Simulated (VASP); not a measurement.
# C (Fd-3m) in VASP: notebook, part 3 of 3

VASP 6.6.1. The steps go on from the part before.

**5. Band structure, SCAN**

INCAR reads:

```
PREC = Accurate
ENCUT = 520
EDIFF = 1E-6
ISMEAR = -1
SIGMA = 0.05
LREAL = F
LASPH = T
NELM = 60
ALGO = Normal
ISIF = 2
LWAVE = F
LCHARG = F
METAGGA = SCAN
LMIXTAU = T
```

KPOINTS reads:

```
regular mesh
0
Gamma
  13 13 13
```

POSCAR reads:

```
C
1.0
    0.0000000000      1.7833700000      1.7833700000
    1.7833700000      0.0000000000      1.7833700000
    1.7833700000      1.7833700000      0.0000000000
C
2
Direct
    0.7500000000      0.7500000000      0.7500000000
    0.5000000000      0.5000000000      0.5000000000
```

KPOINTS_OPT reads:

```
path GXWKGLUWLK,UX
15
line-mode
reciprocal
 0.0000000000  0.0000000000  0.0000000000  G
 0.5000000000  0.0000000000  0.5000000000  X

 0.5000000000  0.0000000000  0.5000000000  X
 0.5000000000  0.2500000000  0.7500000000  W

 0.5000000000  0.2500000000  0.7500000000  W
 0.3750000000  0.3750000000  0.7500000000  K

 0.3750000000  0.3750000000  0.7500000000  K
 0.0000000000  0.0000000000  0.0000000000  G

 0.0000000000  0.0000000000  0.0000000000  G
 0.5000000000  0.5000000000  0.5000000000  L

 0.5000000000  0.5000000000  0.5000000000  L
 0.6250000000  0.2500000000  0.6250000000  U

 0.6250000000  0.2500000000  0.6250000000  U
 0.5000000000  0.2500000000  0.7500000000  W

 0.5000000000  0.2500000000  0.7500000000  W
 0.5000000000  0.5000000000  0.5000000000  L

 0.5000000000  0.5000000000  0.5000000000  L
 0.3750000000  0.3750000000  0.7500000000  K

 0.6250000000  0.2500000000  0.6250000000  U
 0.5000000000  0.0000000000  0.5000000000  X
```

Potentials or basis: VASP PAW PBE potentials, release 64 (C).

The run is started by

```bash
$ cat potpaw_PBE.64/C/POTCAR > POTCAR
$ mpirun -np 1 vasp_std > vasp.out
```

OUTCAR:

```text
PREC = Accurate
   ENCUT = 520
   EDIFF = 1E-6
   ISMEAR = -1
   LREAL = F
   LASPH = T
   NELM = 60
   ISIF = 2
   METAGGA = SCAN

 ion  position               nearest neighbor table
   1  0.750  0.750  0.750-   2 1.54   2 1.54   2 1.54   2 1.54
   2  0.500  0.500  0.500-   1 1.54   1 1.54   1 1.54   1 1.54

  LATTYP: Found a face centered cubic cell.
 ALAT       =     3.5667400000

  Lattice vectors:

 A1 = (   0.0000000000,   1.7833700000,   1.7833700000)
 A2 = (   1.7833700000,   0.0000000000,   1.7833700000)
 A3 = (   1.7833700000,   1.7833700000,   0.0000000000)

Analysis of symmetry for initial positions (statically):
=====================================================================
 Subroutine PRICEL returns:
 Original cell was already a primitive cell.

 Routine SETGRP: Setting up the symmetry group for a
 face centered cubic supercell.

 Subroutine GETGRP returns: Found 48 space group operations
 (whereof 24 operations were pure point group operations)
 out of a pool of 48 trial point group operations.

The static configuration has the point symmetry T_d .
 The point group associated with its full space group is O_h .

Analysis of symmetry for dynamics (positions and initial velocities):
=====================================================================
 Subroutine PRICEL returns:
 Original cell was already a primitive cell.

 Routine SETGRP: Setting up the symmetry group for a
 face centered cubic supercell.

 Subroutine GETGRP returns: Found 48 space group operations
 (whereof 24 operations were pure point group operations)
 out of a pool of 48 trial point group operations.

The dynamic configuration has the point symmetry T_d .
 The point group associated with its full space group is O_h .

 Subroutine INISYM returns: Found 48 space group operations
 (whereof 24 operations are pure point group operations),
 and found     1 'primitive' translations

----------------------------------------------------------------------------------------

                                     Primitive cell

  volume of cell :      11.3437

  direct lattice vectors                    reciprocal lattice vectors
     0.000000000  1.783370000  1.783370000    -0.280368067  0.280368067  0.280368067
     1.783370000  0.000000000  1.783370000     0.280368067 -0.280368067  0.280368067
     1.783370000  1.783370000  0.000000000     0.280368067  0.280368067 -0.280368067

  length of vectors
     2.522066041  2.522066041  2.522066041     0.485611737  0.485611737  0.485611737

  position of ions in fractional coordinates (direct lattice)
     0.750000000  0.750000000  0.750000000
     0.500000000  0.500000000  0.500000000

  ion indices of the primitive-cell ions
   primitive index   ion index
                 1           1
                 2           2

----------------------------------------------------------------------------------------

 KPOINTS: regular mesh

Automatic generation of k-mesh.
 Grid dimensions read from file:
 generate k-points for:   13   13   13

 Generating k-lattice:

  Cartesian coordinates                     Fractional coordinates (reciprocal lattice)
    -0.021566774  0.021566774  0.021566774     0.076923077  0.000000000  0.000000000
     0.021566774 -0.021566774  0.021566774     0.000000000  0.076923077  0.000000000
     0.021566774  0.021566774 -0.021566774     0.000000000  0.000000000  0.076923077

  Length of vectors
     0.037354749  0.037354749  0.037354749

  Shift w.r.t. Gamma in fractional coordinates (k-lattice)
     0.000000000  0.000000000  0.000000000

 Subroutine IBZKPT returns following result:
 ===========================================

 Found     84 irreducible k-points:

 Following reciprocal coordinates:
            Coordinates               Weight
  0.000000  0.000000  0.000000      1.000000
  0.076923  0.000000  0.000000      8.000000
  0.153846  0.000000  0.000000      8.000000
  0.230769  0.000000  0.000000      8.000000
  0.307692  0.000000  0.000000      8.000000
  0.384615  0.000000  0.000000      8.000000
[... 42 lines left out ...]
 -0.461538  0.461538  0.000000     12.000000
  0.230769  0.153846  0.076923     24.000000
 [... further k-points ...]
   k-points           NKPTS =     84   k-points in BZ     NKDIM =     84   number of bands    NBANDS=      8
   number of dos      NEDOS =    301   number of ions     NIONS =      2
   total plane-waves  NPLWV =   8000
   dimension x,y,z NGX =    20 NGY =   20 NGZ =   20
   dimension x,y,z NGXF=    40 NGYF=   40 NGZF=   40
   ions per type =               2
   NGX,Y,Z   is equivalent  to a cutoff of  13.18, 13.18, 13.18 a.u.
   NGXF,Y,Z  is equivalent  to a cutoff of  26.37, 26.37, 26.37 a.u.
 SYSTEM =  unknown system
   PREC   = accura    normal or accurate (medium, high low for compatibility)
   ISTART =      0    job   : 0-new  1-cont  2-samecut
   ICHARG =      2    charge: 1-file 2-atom 10-const
   ISPIN  =      1    spin polarized calculation?
   LNONCOLLINEAR =      F non collinear calculations
   LSORBIT =      F    spin-orbit coupling
   LASPH  =      T    aspherical Exc in radial PAW
   ENCUT  =  520.0 eV  38.22 Ry    6.18 a.u.   4.69  4.69  4.69*2*pi/ulx,y,z
   NELM   =     60;   NELMIN=  2; NELMDL= -5     # of ELM steps
   EDIFF  = 0.1E-05   stopping-criterion for ELM
   LREAL  =      F    real-space projection
   EDIFFG = 0.1E-04   stopping-criterion for IOM
   NSW    =      0    number of steps for IOM
   IBRION =     -1    ionic relax: 0-MD 1-quasi-New 2-CG
   NFREE  =      0    steps in history (QN), initial steepest desc. (CG)
   ISIF   =      2    stress and relaxation
   ISYM   =      2    0-nonsym 1-usesym 2-fastsym
   POTIM  = 0.5000    time-step for ionic-motion
   TEBEG  =    0.0;   TEEND  =   0.0 temperature during run
   PSTRESS=    0.0 pullay stress
   NELECT =       8.0000    total number of electrons
   NUPDOWN=      -1.0000    fix difference up-down
   EMIN   =  10.00;   EMAX   =-10.00  energy-range for DOS
   EFERMI =   0.00;   METHOD = LEGACY
   ISMEAR =    -1;   SIGMA  =   0.05  broadening in eV -4-tet -1-fermi 0-gaus
   EFERMI_NEDOS =   21; number of points for ismear=-14 and -15
   IALGO  =     38    algorithm
   IMIX   =      4    mixing-type and parameters
     AMIX     =   0.40;   BMIX     =  1.00
     AMIX_MAG =   1.60;   BMIX_MAG =  1.00
  volume/ion in A,a.u.               =       5.67        38.28
  Fermi-wavevector in a.u.,A,eV,Ry     =   1.457203  2.753714 28.891161  2.123440
  Thomas-Fermi vector in A             =   2.574032
   LORBIT       =      0    0 simple, 1 ext, 2 COOP (PROOUT), +10 PAW based schemes
   METAGGA = SCAN    functional components
   LHFCALC =     F    Hartree Fock is set to
   AEXX    =    0.0000 exact exchange contribution
   IVDW    =     0    specifies the selected vdW correction
   LEPSILON=     F    determine dielectric tensor
   LRPA    =     F    only Hartree local field effects (RPA)
 non-spin polarized calculation
  energy-cutoff  :      520.00
  volume of cell :       11.34
 maximum number of plane-waves:       322
   NGX =  9   NGY =  9   NGZ =  9

 number of electron       7.9999999 magnetization

 Free energy of the ion-electron system (eV)
  ---------------------------------------------------
  ext. energy  EPLUGINS =         0.00000000
  ---------------------------------------------------
  free energy    TOTEN  =       -20.00746794 eV

  energy without entropy =      -20.00746794  energy(sigma->0) =      -20.00746794

 E-fermi :  10.4676     XC(G=0): -14.1378

 val. band max:        9.6075916086   @ k =   0.0000   0.0000   0.0000
 cond. band min:      14.1502773392   @ k =   0.3846   0.3846   0.0000
 fundamental gap:      4.5426857305
 Fermi energy:        10.4676362036

 k-point     1 :       0.0000    0.0000    0.0000
  band No.  band energies     occupation
      1     -12.8274      2.00000
      2       9.6076      2.00000
      3       9.6076      2.00000
      4       9.6076      2.00000
      5      15.7384      0.00000
      6      15.7384      0.00000
      7      15.7384      0.00000
      8      23.7800      0.00000
[... 419 lines left out ...]
 k-point    40 :       0.4615    0.3077    0.0000
  band No.  band energies     occupation
      1      -6.9248      2.00000
      2      -0.2565      2.00000
      3       2.3946      2.00000
      4       3.9334      2.00000
      5      15.3071      0.00000
      6      18.6270      0.00000
      7      25.0260      0.00000
      8      25.2437      0.00000

 [... further k-points ...]

------------------------ aborting loop because EDIFF is reached ----------------------------------------

  FORCE on cell =-STRESS in cart. coord.  units (eV):
  Direction    XX          YY          ZZ          XY          YZ          ZX
  --------------------------------------------------------------------------------------
  -------------------------------------------------------------------------------------
  Total       -0.2958477     -0.2958477     -0.2958477      0.0000000     -0.0000000      0.0000000
  in kB      -41.7853889    -41.7853889    -41.7853889      0.0000000     -0.0000000      0.0000000
  external PRESSURE =     -41.7853889 kB  Pullay stress =       0.0000000 kB

 VOLUME and BASIS-vectors are now :
 -----------------------------------------------------------------------------
  energy-cutoff  :      520.00
  volume of cell :       11.34
      direct lattice vectors                 reciprocal lattice vectors
     0.000000000  1.783370000  1.783370000    -0.280368067  0.280368067  0.280368067
     1.783370000  0.000000000  1.783370000     0.280368067 -0.280368067  0.280368067
     1.783370000  1.783370000  0.000000000     0.280368067  0.280368067 -0.280368067

 POSITION                                       TOTAL-FORCE (eV/Angst)
 -----------------------------------------------------------------------------------
      2.67505      2.67505      2.67505        -0.000000     -0.000000     -0.000000
      1.78337      1.78337      1.78337         0.000000      0.000000      0.000000
 -----------------------------------------------------------------------------------
    total drift:                                0.000000     -0.000000      0.000000

  FREE ENERGIE OF THE ION-ELECTRON SYSTEM (eV)
  ---------------------------------------------------
  free  energy   TOTEN  =       -20.0074679432 eV

  energy  without entropy=      -20.0074679431  energy(sigma->0) =      -20.00746794
```

It took 74 s on 1 thread of Intel Xeon Platinum 8488C (Sapphire Rapids), shared host; peak memory 0.12 GiB.

What came out:

```yaml
Free_energy: -20.0075 eV
Pressure: -4.2 GPa
Band_gap_on_the_k_mesh: 4.54 eV, indirect (least direct gap 6.13 eV)
Band_gap_along_the_path: 4.53 eV, indirect (least direct gap 6.13 eV)
```

Levels at the corners of the path, in eV from the valence-band top:
| point | band 1 | band 2 | band 3 | band 4 | band 5 | band 6 | band 7 | band 8 |
| --- | --- | --- | --- | --- | --- | --- | --- | --- |
| Γ | -22.44 | 0.00 | 0.00 | 0.00 | 6.13 | 6.13 | 6.13 | 14.17 |
| X | -13.38 | -13.38 | -6.52 | -6.52 | 5.18 | 5.18 | 18.09 | 18.09 |
| X | -13.38 | -13.38 | -6.52 | -6.52 | 5.18 | 5.18 | 18.09 | 18.09 |
| W | -12.61 | -12.61 | -8.56 | -8.56 | 11.34 | 11.34 | 13.18 | 13.18 |
| W | -12.61 | -12.61 | -8.56 | -8.56 | 11.34 | 11.34 | 13.18 | 13.18 |
| K | -13.66 | -12.30 | -9.58 | -5.55 | 6.15 | 11.47 | 15.45 | 16.78 |
| K | -13.66 | -12.30 | -9.58 | -5.55 | 6.15 | 11.47 | 15.45 | 16.78 |
| Γ | -22.44 | 0.00 | 0.00 | 0.00 | 6.13 | 6.13 | 6.13 | 14.17 |
| Γ | -22.44 | 0.00 | 0.00 | 0.00 | 6.13 | 6.13 | 6.13 | 14.17 |
| L | -16.51 | -13.85 | -2.90 | -2.90 | 9.12 | 9.12 | 9.38 | 16.83 |
| L | -16.51 | -13.85 | -2.90 | -2.90 | 9.12 | 9.12 | 9.38 | 16.83 |
| U | -13.66 | -12.30 | -9.58 | -5.55 | 6.15 | 11.47 | 15.45 | 16.78 |
| U | -13.66 | -12.30 | -9.58 | -5.55 | 6.15 | 11.47 | 15.45 | 16.78 |
| W | -12.61 | -12.61 | -8.56 | -8.56 | 11.34 | 11.34 | 13.18 | 13.18 |
| W | -12.61 | -12.61 | -8.56 | -8.56 | 11.34 | 11.34 | 13.18 | 13.18 |
| L | -16.51 | -13.85 | -2.90 | -2.90 | 9.12 | 9.12 | 9.38 | 16.83 |
| L | -16.51 | -13.85 | -2.90 | -2.90 | 9.12 | 9.12 | 9.38 | 16.83 |
| K | -13.66 | -12.30 | -9.58 | -5.55 | 6.15 | 11.47 | 15.45 | 16.78 |
| U | -13.66 | -12.30 | -9.58 | -5.55 | 6.15 | 11.47 | 15.45 | 16.78 |
| X | -13.38 | -13.38 | -6.52 | -6.52 | 5.18 | 5.18 | 18.09 | 18.09 |

Caveat: the PAW data sets were made with another functional, which shifts forces and pressure a little. SCAN opens gaps a little over a GGA but as a rule still falls short of measured ones.

**6. Band structure, rSCAN**

INCAR reads:

```
ALGO = Normal
EDIFF = 1E-6
ENCUT = 520
ISIF = 2
ISMEAR = -1
LASPH = T
LCHARG = F
LMIXTAU = T
LREAL = F
LWAVE = F
METAGGA = RSCAN
NBANDS = 11
NELM = 60
PREC = Accurate
SIGMA = 0.05
```

KPOINTS reads:

```
k-points
0
Gamma
  13 13 13
```

POSCAR is that of step 5.

KPOINTS_OPT: that of step 5 with these lines changed.

```diff
@@ -1,3 +1,3 @@
 path GXWKGLUWLK,UX
-15
+20
 line-mode
```

Potentials or basis: VASP PAW PBE potentials, release 64 (C).

The run is started by

```bash
$ cat potpaw_PBE.64/C/POTCAR > POTCAR
$ mpirun -np 1 vasp_std > vasp.out
```

Run time: 84 s. Hardware: 1 thread of Intel Xeon Platinum 8488C (Sapphire Rapids), shared host; peak memory 0.13 GiB.

Results (log left out):

| Item | Value |
| --- | --- |
| Free energy | -20.4037 eV |
| Pressure | -3.4 GPa |
| Band gap on the k mesh | 4.37 eV, indirect (least direct gap 5.83 eV) |
| Band gap along the path | 4.35 eV, indirect (least direct gap 5.83 eV) |

Levels at the corners of the path, in eV from the valence-band top:
| point | band 2 | band 3 | band 4 | band 5 | band 6 | band 7 |
| --- | --- | --- | --- | --- | --- | --- |
| Γ | 0.00 | 0.00 | 0.00 | 5.83 | 5.83 | 5.83 |
| X | -13.55 | -6.64 | -6.64 | 5.04 | 5.04 | 17.83 |
| X | -13.55 | -6.64 | -6.64 | 5.04 | 5.04 | 17.83 |
| W | -12.78 | -8.68 | -8.68 | 11.28 | 11.28 | 12.89 |
| W | -12.78 | -8.68 | -8.68 | 11.28 | 11.28 | 12.89 |
| K | -12.46 | -9.71 | -5.66 | 6.00 | 11.32 | 15.18 |
| K | -12.46 | -9.71 | -5.66 | 6.00 | 11.32 | 15.18 |
| Γ | 0.00 | 0.00 | 0.00 | 5.83 | 5.83 | 5.83 |
| Γ | 0.00 | 0.00 | 0.00 | 5.83 | 5.83 | 5.83 |
| L | -14.00 | -2.97 | -2.97 | 8.88 | 8.88 | 9.14 |
| L | -14.00 | -2.97 | -2.97 | 8.88 | 8.88 | 9.14 |
| U | -12.46 | -9.71 | -5.66 | 6.00 | 11.32 | 15.18 |
| U | -12.46 | -9.71 | -5.66 | 6.00 | 11.32 | 15.18 |
| W | -12.78 | -8.68 | -8.68 | 11.28 | 11.28 | 12.89 |
| W | -12.78 | -8.68 | -8.68 | 11.28 | 11.28 | 12.89 |
| L | -14.00 | -2.97 | -2.97 | 8.88 | 8.88 | 9.14 |
| L | -14.00 | -2.97 | -2.97 | 8.88 | 8.88 | 9.14 |
| K | -12.46 | -9.71 | -5.66 | 6.00 | 11.32 | 15.18 |
| U | -12.46 | -9.71 | -5.66 | 6.00 | 11.32 | 15.18 |
| X | -13.55 | -6.64 | -6.64 | 5.04 | 5.04 | 17.83 |

Caveat: the PAW data sets were made with another functional, which shifts forces and pressure a little.

**7. The runs side by side**

| level | gap on the mesh (eV) | pressure (GPa) |
| --- | --- | --- |
| r2SCAN | 4.34 | -1.3 |
| SCAN | 4.54 | -4.2 |
| rSCAN | 4.37 | -3.4 |

Alike in all rows: task band structure; potentials or basis VASP PAW PBE potentials, release 64 (C); no spin polarisation; cell as given; k mesh 13 × 13 × 13; cutoff (eV) 520; smearing fermi-dirac 0.05 eV.

On the cell as given the gap runs from 4.34 eV (r2SCAN) to 4.53 eV (SCAN). The pressure there spans -4.2 GPa (SCAN) to -1.3 GPa (r2SCAN); a positive pressure means that this level wants a larger cell, a negative one a smaller.

Caveats: the PAW data sets were made with another functional, which shifts forces and pressure a little.

Total energies depend on the potentials used, so only differences within one code and one set of settings carry meaning.
